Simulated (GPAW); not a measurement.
## Ni3Ge in GPAW: the effect of strain biaxial xy

Crystal: Ni3Ge.

```
CELL_PARAMETERS angstrom
3.38912 0.00000 0.00000
0.00000 3.38912 0.00000
0.00000 0.00000 3.53033
ATOMIC_POSITIONS crystal
Ge 0.00000 0.00000 0.00000
Ni 0.50000 0.50000 0.00000
Ni 0.00000 0.50000 0.50000
Ni 0.50000 0.00000 0.50000
```

The cell comes from a database or a generator and needn't be the stable form of this composition.

Alike in all runs:

```yaml
Program: GPAW 26.7.0
Task: single point
Functional: PBEsol
Potentials_or_basis: PAW data sets generated in the run's folder for this functional
Cutoff: 600 eV
Basis: pw
k_mesh: 7 × 7 × 7
Occupations: fermi-dirac, width 0.05 eV
Spin: collinear spin, ferromagnetic start
Starting_moments: "[0.0, 1.0, 1.0, 1.0] μB"
Maxiter: 150
```

```csv
strain biaxial xy,pressure (GPa)
-0.04,24.3
-0.02,11.6
-0.01,6.2
0,?
0.01,-3.0
0.02,-6.9
0.04,-13.4
```

What does the run with strain biaxial xy 0 give?

Pressure 1.3 GPa.

Worked out: A parabola through the other rows of the pressure, of slope -469 GPa per unit of strain biaxial xy there, gives 1.3 GPa, against the run's 1.3.

Caveats: the density grid can change from cell to cell, which puts small steps into energies and stress; the stock nickel data set gives pressures a few GPa off other programs.
